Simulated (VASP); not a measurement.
# BeS in VASP 6.6.1, single-point calculation

INCAR

```
LCHARG = .FALSE.
ISMEAR = -1
LASPH = .TRUE.
IBRION = -1
LMAXMIX = 4
PREC = Accurate
SIGMA = 0.02
ENCUT = 520
ISIF = 2
NELM = 73
NBANDS = 11
LREAL = .FALSE.
LWAVE = .FALSE.
EDIFF = 1E-7
NSW = 0
GGA = PE
```

KPOINTS

```
KPOINTS created by Atomic Simulation Environment
0
Gamma
10 10 10
0 0 0
```

POSCAR

```
Be S
 1.0000000000000000
     0.0000000000000000    2.3172971969456797    2.3172971969456797
     2.3172971969456797    0.0000000000000000    2.3172971969456797
     2.3172971969456797    2.3172971969456797    0.0000000000000000
 Be  S
   1   1
Cartesian
  0.0000000000000000  0.0000000000000000  0.0000000000000000
  2.3172971969456793  2.3172971969456793  2.3172971969456793
```

The recommended PBE PAW datasets give the neutral cell 8 valence electrons.

Command

```
mpirun -np 1 vasp_std
```

OSZICAR

```
N       E                     dE             d eps       ncg     rms          rms(c)
DAV:   1     0.190374406233E+02    0.19037E+02   -0.39057E+03  1034   0.630E+02
DAV:   2    -0.782890023895E+01   -0.26866E+02   -0.25567E+02  1341   0.114E+02
DAV:   3    -0.896396109358E+01   -0.11351E+01   -0.11324E+01  1331   0.227E+01
DAV:   4    -0.897019079230E+01   -0.62297E-02   -0.62288E-02  1318   0.194E+00
DAV:   5    -0.897022762470E+01   -0.36832E-04   -0.36832E-04  1333   0.132E-01    0.637E+00
DAV:   6    -0.889486165063E+01    0.75366E-01   -0.18490E-01  1212   0.178E+00    0.428E+00
DAV:   7    -0.889399197768E+01    0.86967E-03   -0.64153E-02  1312   0.122E+00    0.162E+00
DAV:   8    -0.889454447370E+01   -0.55250E-03   -0.60101E-03  1180   0.371E-01    0.286E-01
DAV:   9    -0.889452828937E+01    0.16184E-04   -0.15402E-04  1207   0.796E-02    0.490E-02
DAV:  10    -0.889454196639E+01   -0.13677E-04   -0.19429E-05  1177   0.264E-02    0.669E-03
DAV:  11    -0.889454278908E+01   -0.82269E-06   -0.41688E-06  1250   0.109E-02    0.304E-03
DAV:  12    -0.889454275867E+01    0.30406E-07   -0.13358E-07  1042   0.251E-03
   1 F= -.88945428E+01 E0= -.88945428E+01  d E =-.981594E-12
```

From OUTCAR

```
k-points           NKPTS =     47   k-points in BZ     NKDIM =     47   number of bands    NBANDS=     11

   NELECT =       8.0000    total number of electrons

   dimension x,y,z NGX =    24 NGY =   24 NGZ =   24
   dimension x,y,z NGXF=    48 NGYF=   48 NGZF=   48

  energy-cutoff  :      520.00
  volume of cell :       24.89
      direct lattice vectors                 reciprocal lattice vectors
     0.000000000  2.317297197  2.317297197    -0.215768612  0.215768612  0.215768612
     2.317297197  0.000000000  2.317297197     0.215768612 -0.215768612  0.215768612
     2.317297197  2.317297197  0.000000000     0.215768612  0.215768612 -0.215768612

 k-points in reciprocal lattice and weights: KPOINTS created by Atomic Simulation Env
   0.00000000  0.00000000  0.00000000       0.001
   0.10000000  0.00000000  0.00000000       0.008
   0.20000000  0.00000000  0.00000000       0.008
   0.30000000  0.00000000  0.00000000       0.008
   0.40000000  0.00000000  0.00000000       0.008
   0.50000000  0.00000000  0.00000000       0.004
   0.10000000  0.10000000  0.00000000       0.006
   0.20000000  0.10000000  0.00000000       0.024
   ...

 E-fermi :   7.0231

 k-point     1 :       0.0000    0.0000    0.0000
  band No.  band energies     occupation
      1      -8.4941      2.00000
      2       6.2941      2.00000
      3       6.2941      2.00000
      4       6.2941      2.00000
      5      11.8781      0.00000
      6      15.4266      0.00000
      7      15.4266      0.00000
      8      15.4266      0.00000
      9      16.1784      0.00000
     10      16.1784      0.00000
     11      16.1784      0.00000

 k-point     2 :       0.1000    0.0000    0.0000
  band No.  band energies     occupation
      1      -8.3466      2.00000
      2       5.3734      2.00000
      3       6.2518      2.00000
      4       6.2518      2.00000
      5      12.2766      0.00000
      6      14.7576      0.00000
      7      14.7576      0.00000
      8      14.9929      0.00000
      9      15.9656      0.00000
     10      15.9656      0.00000
     11      16.6330      0.00000

 k-point     3 :       0.2000    0.0000    0.0000
  band No.  band energies     occupation
      1      -7.9192      2.00000
      2       3.4980      2.00000
      3       6.1635      2.00000
      4       6.1635      2.00000
      5      12.0773      0.00000
      6      13.0909      0.00000
      7      13.0909      0.00000
      8      15.6581      0.00000
      9      17.0396      0.00000
     10      17.0396      0.00000
     11      17.1154      0.00000

 k-point     4 :       0.3000    0.0000    0.0000
  band No.  band energies     occupation
      1      -7.2732      2.00000
      2       1.5578      2.00000
      3       6.0978      2.00000
      4       6.0978      2.00000
      5      11.3930      0.00000
      6      11.7322      0.00000
      7      11.7322      0.00000
      8      16.5079      0.00000
      9      18.3116      0.00000
     10      18.7260      0.00000
     11      18.7260      0.00000

 k-point     5 :       0.4000    0.0000    0.0000
  band No.  band energies     occupation
      1      -6.5799      2.00000
      2       0.0183      2.00000
      3       6.0815      2.00000
      4       6.0815      2.00000
      5      10.8466      0.00000
      6      10.8466      0.00000
      7      10.8972      0.00000
      8      16.7294      0.00000
      9      20.3750      0.00000
     10      20.7613      0.00000
     11      20.7613      0.00000

 ...

  Total       -0.0687118     -0.0687118     -0.0687118      0.0000000     -0.0000000      0.0000000
  in kB       -4.4235081     -4.4235081     -4.4235081      0.0000000     -0.0000000      0.0000000
  external PRESSURE =      -4.4235081 kB  Pullay stress =       0.0000000 kB

 POSITION                                       TOTAL-FORCE (eV/Angst)
 -----------------------------------------------------------------------------------
      0.00000      0.00000      0.00000        -0.000000      0.000000     -0.000000
      2.31730      2.31730      2.31730         0.000000     -0.000000      0.000000
 -----------------------------------------------------------------------------------
    total drift:                               -0.000000     -0.000000      0.000000

  FREE ENERGIE OF THE ION-ELECTRON SYSTEM (eV)
  ---------------------------------------------------
  free  energy   TOTEN  =        -8.8945427587 eV

  energy  without entropy=       -8.8945427587  energy(sigma->0) =       -8.89454276
```

It converged. Results: gap between bands v and c on the k mesh 1.03 eV; least direct gap on the k mesh 4.15 eV; pressure -0.4 GPa. Band v is the last that the valence electrons fill when counted band by band, and c is the next.

For comparison, a separate PBE run of the intended cell, on usual settings and not on those above, gives a gap of 1.03 eV on its mesh and a pressure of -0.4 GPa.

The run above took about 6.3 s on one core of a shared host (Intel Xeon Platinum 8488C) and held 0.14 GiB at most.
